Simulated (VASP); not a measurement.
# GaAs (F-43m) in VASP: further runs, part 3 of 3

VASP 6.6.1. Earlier steps stand in the parts before.

**5. Dielectric tensor, PBEsol**

INCAR

```
SYSTEM = GaAs
ALGO = Normal
EDIFF = 1E-7
ENCUT = 350
GGA = PS
ISIF = 2
ISMEAR = 0
LASPH = .True.
LCHARG = .False.
LEPSILON = .True.
LREAL = .False.
LWAVE = .False.
NELM = 100
PREC = Accurate
SIGMA = 0.01
```

KPOINTS

```
k-points
0
Gamma
  10 10 10
  0 0 0
```

POSCAR

```
GaAs
1.0
    0.0000000000      2.8268500000      2.8268500000
    2.8268500000      0.0000000000      2.8268500000
    2.8268500000      2.8268500000      0.0000000000
As Ga
1 1
Direct
    0.7500000000      0.7500000000      0.7500000000
    0.0000000000      0.0000000000      0.0000000000
```

Potentials or basis: VASP PAW PBE potentials, release 64 (As, Ga_d).

Started as:

```console
> cat potpaw_PBE.64/As/POTCAR potpaw_PBE.64/Ga_d/POTCAR > POTCAR
> mpirun -np 1 vasp_std > vasp.out
```

OUTCAR:

```text
SYSTEM = GaAs
   EDIFF = 1E-7
   ENCUT = 350
   GGA = PS
   ISIF = 2
   ISMEAR = 0
   LASPH = .True.
   LEPSILON = .True.
   LREAL = .False.
   NELM = 100
   PREC = Accurate

 Found     47 irreducible k-points:

 Following reciprocal coordinates:
            Coordinates               Weight
  0.000000  0.000000  0.000000      1.000000
  0.100000  0.000000  0.000000      8.000000
  0.200000  0.000000  0.000000      8.000000
  0.300000  0.000000  0.000000      8.000000
  0.400000  0.000000  0.000000      8.000000
  0.500000  0.000000  0.000000      4.000000
   k-points           NKPTS =     47   k-points in BZ     NKDIM =     47   number of bands    NBANDS=     13
   number of dos      NEDOS =    301   number of ions     NIONS =      2
   total plane-waves  NPLWV =  13824
   dimension x,y,z NGX =    24 NGY =   24 NGZ =   24
   dimension x,y,z NGXF=    48 NGYF=   48 NGZF=   48
   ions per type =               1   1
   NGX,Y,Z   is equivalent  to a cutoff of   9.98,  9.98,  9.98 a.u.
   NGXF,Y,Z  is equivalent  to a cutoff of  19.96, 19.96, 19.96 a.u.
 SYSTEM =  GaAs
   PREC   = accura    normal or accurate (medium, high low for compatibility)
   ISTART =      0    job   : 0-new  1-cont  2-samecut
   ICHARG =      2    charge: 1-file 2-atom 10-const
   ISPIN  =      1    spin polarized calculation?
   LNONCOLLINEAR =      F non collinear calculations
   LSORBIT =      F    spin-orbit coupling
   LASPH  =      T    aspherical Exc in radial PAW
   ENCUT  =  350.0 eV  25.72 Ry    5.07 a.u.   6.10  6.10  6.10*2*pi/ulx,y,z
   NELM   =    100;   NELMIN=  2; NELMDL= -5     # of ELM steps
   EDIFF  = 0.1E-06   stopping-criterion for ELM
   LREAL  =      F    real-space projection
   EDIFFG = 0.1E-05   stopping-criterion for IOM
   NSW    =      0    number of steps for IOM
   IBRION =     -1    ionic relax: 0-MD 1-quasi-New 2-CG
   NFREE  =      0    steps in history (QN), initial steepest desc. (CG)
   ISIF   =      2    stress and relaxation
   ISYM   =      2    0-nonsym 1-usesym 2-fastsym
   POTIM  = 0.5000    time-step for ionic-motion
   TEBEG  =    0.0;   TEEND  =   0.0 temperature during run
   PSTRESS=    0.0 pullay stress
   NELECT =      18.0000    total number of electrons
   NUPDOWN=      -1.0000    fix difference up-down
   EMIN   =  10.00;   EMAX   =-10.00  energy-range for DOS
   EFERMI =   0.00;   METHOD = LEGACY
   ISMEAR =     0;   SIGMA  =   0.01  broadening in eV -4-tet -1-fermi 0-gaus
   EFERMI_NEDOS =   21; number of points for ismear=-14 and -15
   IALGO  =     38    algorithm
   IMIX   =      4    mixing-type and parameters
     AMIX     =   0.40;   BMIX     =  1.00
     AMIX_MAG =   1.60;   BMIX_MAG =  1.00
  volume/ion in A,a.u.               =      22.59       152.44
  Fermi-wavevector in a.u.,A,eV,Ry     =   1.204628  2.276417 19.743799  1.451128
  Thomas-Fermi vector in A             =   2.340347
   LORBIT       =      0    0 simple, 1 ext, 2 COOP (PROOUT), +10 PAW based schemes
   GGA     = PS    functional components
   LHFCALC =     F    Hartree Fock is set to
   AEXX    =    0.0000 exact exchange contribution
   IVDW    =     0    specifies the selected vdW correction
   LEPSILON=     T    determine dielectric tensor
   LRPA    =     F    only Hartree local field effects (RPA)
 non-spin polarized calculation
 Gauss-broadening in eV      SIGMA  =   0.01
  energy-cutoff  :      350.00
[... 110 lines left out ...]

 [... further k-points ...]

  FORCE on cell =-STRESS in cart. coord.  units (eV):
  Direction    XX          YY          ZZ          XY          YZ          ZX
  --------------------------------------------------------------------------------------
  -------------------------------------------------------------------------------------
  Total        0.0519211      0.0519211      0.0519211      0.0000000      0.0000000     -0.0000000
  in kB        1.8412651      1.8412651      1.8412651      0.0000000      0.0000000     -0.0000000
  external PRESSURE =       1.8412651 kB  Pullay stress =       0.0000000 kB

 VOLUME and BASIS-vectors are now :
 -----------------------------------------------------------------------------
  energy-cutoff  :      350.00
  volume of cell :       45.18
      direct lattice vectors                 reciprocal lattice vectors
     0.000000000  2.826850000  2.826850000    -0.176875321  0.176875321  0.176875321
     2.826850000  0.000000000  2.826850000     0.176875321 -0.176875321  0.176875321
     2.826850000  2.826850000  0.000000000     0.176875321  0.176875321 -0.176875321

 POSITION                                       TOTAL-FORCE (eV/Angst)
 -----------------------------------------------------------------------------------
      4.24027      4.24027      4.24027        -0.000000     -0.000000     -0.000000
      0.00000      0.00000      0.00000         0.000000      0.000000      0.000000
 -----------------------------------------------------------------------------------
    total drift:                               -0.000004     -0.000004     -0.000003

  FREE ENERGIE OF THE ION-ELECTRON SYSTEM (eV)
  ---------------------------------------------------
  free  energy   TOTEN  =        -9.0903619352 eV

  energy  without entropy=       -9.0903619352  energy(sigma->0) =       -9.09036194

 HEAD OF MICROSCOPIC STATIC DIELECTRIC TENSOR (INDEPENDENT PARTICLE, excluding Hartree and local field effects)
 ------------------------------------------------------
          25.724862     0.000000    -0.000000
           0.000000    25.724862    -0.000000
          -0.000000     0.000000    25.724862
 ------------------------------------------------------

 Free energy of the ion-electron system (eV)
  ---------------------------------------------------
  ---------------------------------------------------
  free energy    TOTEN  =        -3.14596998 eV

  energy without entropy =       -3.14596998

------------------------ aborting loop because EDIFF is reached ----------------------------------------

--------------------------------------- Ionic step        2  -------------------------------------------

------------------------ aborting loop because EDIFF is reached ----------------------------------------

--------------------------------------- Ionic step        3  -------------------------------------------

 Free energy of the ion-electron system (eV)
  ---------------------------------------------------
  ---------------------------------------------------
  free energy    TOTEN  =        -3.14597053 eV

  energy without entropy =       -3.14597053

------------------------ aborting loop because EDIFF is reached ----------------------------------------

 PIEZOELECTRIC TENSOR FIELD DIRECTION 3  (e Angst)
 -----------------------------------------------------------------------------
    -0.00031  2.58501  0.00000           (  0.00000  0.01502  0.00000)
     2.58501 -0.00031  0.00000           (  0.01502  0.00000  0.00000)
     0.00000  0.00000 -0.00168           (  0.00000  0.00000 -0.00000)

 PIEZOELECTRIC TENSOR FIELD DIRECTION 3  (C/m^2)
 -----------------------------------------------------------------------------
    -0.00011  0.91672  0.00000
     0.91672 -0.00011  0.00000
     0.00000  0.00000 -0.00060

 MACROSCOPIC STATIC DIELECTRIC TENSOR (including local field effects in DFT)
 ------------------------------------------------------
          25.129629     0.000000     0.000000
          -0.000000    25.129629     0.000000
          -0.000000    -0.000000    25.129629
 ------------------------------------------------------

 PIEZOELECTRIC TENSOR (including local field effects)  for field in x, y, z        (e  Angst)
          XX          YY          ZZ          XY          YZ          ZX
  --------------------------------------------------------------------------------
  x     0.00000     0.00000     0.00000     0.00000     2.59214     0.00000
  y     0.00000     0.00000    -0.00000     0.00000     0.00000     2.59214
  z    -0.00000     0.00000     0.00000     2.59214     0.00000     0.00000

 PIEZOELECTRIC TENSOR (including local field effects)  for field in x, y, z        (C/m^2)
          XX          YY          ZZ          XY          YZ          ZX
  --------------------------------------------------------------------------------
  x     0.00000     0.00000     0.00000     0.00000     0.91924     0.00000
  y     0.00000     0.00000    -0.00000     0.00000     0.00000     0.91924
  z    -0.00000     0.00000     0.00000     0.91924     0.00000     0.00000

 BORN EFFECTIVE CHARGES (including local field effects) (in |e|, cummulative output)
 ---------------------------------------------------------------------------------
 ion    1
    1    -2.18602    -0.00000    -0.00000
    2     0.00000    -2.18602    -0.00000
    3     0.00000     0.00000    -2.18602
 ion    2
    1     2.18602     0.00000     0.00000
    2    -0.00000     2.18602     0.00000
    3    -0.00000    -0.00000     2.18602
```

OSZICAR:

```text
N       E                     dE             d eps       ncg     rms          rms(c)
DAV:   1     0.689498534595E+02    0.68950E+02   -0.77109E+03  1230   0.154E+03
DAV:   2    -0.399729643077E+01   -0.72947E+02   -0.70607E+02  1307   0.280E+02
[... 12 lines left out ...]
RMM:   6    -0.314540776835E+01   -0.59037E-02   -0.34898E-04  8696   0.135E-01    0.177E-02
RMM:   7    -0.314538067289E+01    0.27095E-04   -0.12263E-05  8723   0.521E-02    0.423E-03
RMM:   8    -0.314602556736E+01   -0.64489E-03   -0.60259E-06  8877   0.171E-02    0.107E-03
RMM:   9    -0.314599663341E+01    0.28934E-04    0.12363E-06  9044   0.647E-03    0.426E-04
RMM:  10    -0.314598210153E+01    0.14532E-04   -0.26993E-07  8955   0.208E-03    0.113E-04
RMM:  11    -0.314597137457E+01    0.10727E-04    0.31893E-07  8006   0.895E-04    0.283E-05
RMM:  12    -0.314597052911E+01    0.84546E-06    0.75281E-08  4508   0.349E-04    0.878E-06
```

Run time: 2.9 min. Hardware: 1 thread of Intel Xeon Platinum 8259CL at 2.50GHz (Skylake/Cascade Lake), shared host; peak memory 0.27 GiB.

These settings aren't checked as converged: the numbers below hold their error.

Results:

```
Band gap on the k mesh                  : 0.46 eV, direct
Electronic dielectric tensor (diagonal) : 25.13
Born charges (mean of the diagonal)     : As -2.19; Ga +2.19 e
```

Caveat: the cutoff is under 1.25 times the usual one of these potentials, so pressure, stress and relaxed cells hold a basis-set (Pulay) error; the gap is small at this level, which inflates the dielectric constant; the PAW data sets were made with another functional, which shifts forces and pressure a little.

**6. Dielectric tensor, PBEsol**

Changes to INCAR since step 5:

```diff
@@ -2,3 +2,3 @@
 ALGO = Normal
-EDIFF = 1E-7
+EDIFF = 1E-8
 ENCUT = 350
@@ -10,3 +10,3 @@
 LEPSILON = .True.
-LREAL = .False.
+LREAL = Auto
 LWAVE = .False.
```

KPOINTS is that of step 5.

POSCAR is that of step 5.

Potentials or basis: VASP PAW PBE potentials, release 64 (As, Ga_d).

Started as:

```console
> cat potpaw_PBE.64/As/POTCAR potpaw_PBE.64/Ga_d/POTCAR > POTCAR
> mpirun -np 1 vasp_std > vasp.out
```

OUTCAR:

```text
SYSTEM = GaAs
   EDIFF = 1E-8
   ENCUT = 350
   GGA = PS
   ISIF = 2
   ISMEAR = 0
   LASPH = .True.
   LEPSILON = .True.
   LREAL = Auto
   NELM = 100
   PREC = Accurate

 Found     47 irreducible k-points:

 Following reciprocal coordinates:
            Coordinates               Weight
  0.000000  0.000000  0.000000      1.000000
  0.100000  0.000000  0.000000      8.000000
  0.200000  0.000000  0.000000      8.000000
  0.300000  0.000000  0.000000      8.000000
  0.400000  0.000000  0.000000      8.000000
  0.500000  0.000000  0.000000      4.000000
   k-points           NKPTS =     47   k-points in BZ     NKDIM =     47   number of bands    NBANDS=     13
   number of dos      NEDOS =    301   number of ions     NIONS =      2
   total plane-waves  NPLWV =  13824
   dimension x,y,z NGX =    24 NGY =   24 NGZ =   24
   dimension x,y,z NGXF=    48 NGYF=   48 NGZF=   48
   ions per type =               1   1
   NGX,Y,Z   is equivalent  to a cutoff of   9.98,  9.98,  9.98 a.u.
   NGXF,Y,Z  is equivalent  to a cutoff of  19.96, 19.96, 19.96 a.u.
 SYSTEM =  GaAs
   PREC   = accura    normal or accurate (medium, high low for compatibility)
   ISTART =      0    job   : 0-new  1-cont  2-samecut
   ICHARG =      2    charge: 1-file 2-atom 10-const
   ISPIN  =      1    spin polarized calculation?
   LNONCOLLINEAR =      F non collinear calculations
   LSORBIT =      F    spin-orbit coupling
   LASPH  =      T    aspherical Exc in radial PAW
   ENCUT  =  350.0 eV  25.72 Ry    5.07 a.u.   6.10  6.10  6.10*2*pi/ulx,y,z
   NELM   =    100;   NELMIN=  2; NELMDL= -5     # of ELM steps
   EDIFF  = 0.1E-07   stopping-criterion for ELM
   LREAL  =      T    real-space projection
   EDIFFG = 0.1E-06   stopping-criterion for IOM
   NSW    =      0    number of steps for IOM
   IBRION =     -1    ionic relax: 0-MD 1-quasi-New 2-CG
   NFREE  =      0    steps in history (QN), initial steepest desc. (CG)
   ISIF   =      2    stress and relaxation
   ISYM   =      2    0-nonsym 1-usesym 2-fastsym
   POTIM  = 0.5000    time-step for ionic-motion
   TEBEG  =    0.0;   TEEND  =   0.0 temperature during run
   PSTRESS=    0.0 pullay stress
[... 169 lines left out ...]
           0.000000    25.727049     0.000000
           0.000000     0.000000    25.727049
 ------------------------------------------------------

 Free energy of the ion-electron system (eV)
  ---------------------------------------------------
  ---------------------------------------------------
  free energy    TOTEN  =        -3.14624161 eV

  energy without entropy =       -3.14624161

------------------------ aborting loop because EDIFF is reached ----------------------------------------

--------------------------------------- Ionic step        2  -------------------------------------------

------------------------ aborting loop because EDIFF is reached ----------------------------------------

--------------------------------------- Ionic step        3  -------------------------------------------

 Free energy of the ion-electron system (eV)
  ---------------------------------------------------
  ---------------------------------------------------
  free energy    TOTEN  =        -3.14624347 eV

  energy without entropy =       -3.14624347

------------------------ aborting loop because EDIFF is reached ----------------------------------------

 PIEZOELECTRIC TENSOR FIELD DIRECTION 3  (e Angst)
 -----------------------------------------------------------------------------
    -0.00029  2.58479  0.00000           (  0.00000  0.01495  0.00000)
     2.58479 -0.00029  0.00000           (  0.01495  0.00000  0.00000)
     0.00000  0.00000 -0.00166           (  0.00000  0.00000 -0.00000)

 PIEZOELECTRIC TENSOR FIELD DIRECTION 3  (C/m^2)
 -----------------------------------------------------------------------------
    -0.00010  0.91664  0.00000
     0.91664 -0.00010  0.00000
     0.00000  0.00000 -0.00059

 MACROSCOPIC STATIC DIELECTRIC TENSOR (including local field effects in DFT)
 ------------------------------------------------------
          25.131798     0.000000     0.000000
           0.000000    25.131798    -0.000000
           0.000000     0.000000    25.131798
 ------------------------------------------------------

 PIEZOELECTRIC TENSOR (including local field effects)  for field in x, y, z        (e  Angst)
          XX          YY          ZZ          XY          YZ          ZX
  --------------------------------------------------------------------------------
  x     0.00000     0.00000     0.00000     0.00000     2.59192     0.00000
  y    -0.00000     0.00000    -0.00000     0.00000     0.00000     2.59192
  z     0.00000     0.00000     0.00000     2.59192     0.00000     0.00000

 PIEZOELECTRIC TENSOR (including local field effects)  for field in x, y, z        (C/m^2)
          XX          YY          ZZ          XY          YZ          ZX
  --------------------------------------------------------------------------------
  x     0.00000     0.00000     0.00000     0.00000     0.91917     0.00000
  y    -0.00000     0.00000    -0.00000     0.00000     0.00000     0.91917
  z     0.00000     0.00000     0.00000     0.91917     0.00000     0.00000

 BORN EFFECTIVE CHARGES (including local field effects) (in |e|, cummulative output)
 ---------------------------------------------------------------------------------
 ion    1
    1    -2.18626     0.00000     0.00000
    2     0.00000    -2.18626     0.00000
    3     0.00000     0.00000    -2.18626
 ion    2
    1     2.18626     0.00000     0.00000
    2     0.00000     2.18626     0.00000
    3     0.00000     0.00000     2.18626
```

OSZICAR:

```text
N       E                     dE             d eps       ncg     rms          rms(c)
DAV:   1     0.689492945562E+02    0.68949E+02   -0.77109E+03  1230   0.154E+03
DAV:   2    -0.399808993908E+01   -0.72947E+02   -0.70607E+02  1307   0.280E+02
[... 12 lines left out ...]
RMM:   6    -0.314568070915E+01   -0.59036E-02   -0.34850E-04  8700   0.135E-01    0.177E-02
RMM:   7    -0.314565350214E+01    0.27207E-04   -0.12214E-05  8724   0.521E-02    0.423E-03
RMM:   8    -0.314629850582E+01   -0.64500E-03   -0.59708E-06  8874   0.171E-02    0.107E-03
RMM:   9    -0.314626956435E+01    0.28941E-04    0.12410E-06  9047   0.647E-03    0.426E-04
RMM:  10    -0.314625503146E+01    0.14533E-04   -0.27284E-07  9006   0.208E-03    0.113E-04
RMM:  11    -0.314624430844E+01    0.10723E-04    0.23079E-07  9017   0.894E-04    0.290E-05
RMM:  12    -0.314624346726E+01    0.84118E-06   -0.93266E-08  8028   0.328E-04    0.813E-06
```

Run time: 7 min. Hardware: 1 thread of Intel Xeon Platinum 8259CL at 2.50GHz (Skylake/Cascade Lake), shared host; peak memory 0.23 GiB.

The run converged, but some of its settings lie outside the range that counts as converged, so its numbers aren't taken as properties of the crystal.

Results:

```yaml
Band_gap_on_the_k_mesh: 0.46 eV, direct
Electronic_dielectric_tensor_diagonal: 25.13
Born_charges_mean_of_the_diagonal: As -2.19; Ga +2.19 e
```

Caveat: the cutoff is under 1.25 times the usual one of these potentials, so pressure, stress and relaxed cells hold a basis-set (Pulay) error; the gap is small at this level, which inflates the dielectric constant; the PAW data sets were made with another functional, which shifts forces and pressure a little.

**7. For comparison**

An earlier run on the cell as given: functional PBEsol; potentials or basis VASP PAW PBE potentials, release 64 (As, Ga_d); cutoff 520 eV; k mesh 8 × 8 × 8; occupations fermi-dirac, width 0.05 eV; no spin polarisation.

* Pressure: 0.3 GPa
* Band gap on the k mesh: 0.46 eV, direct
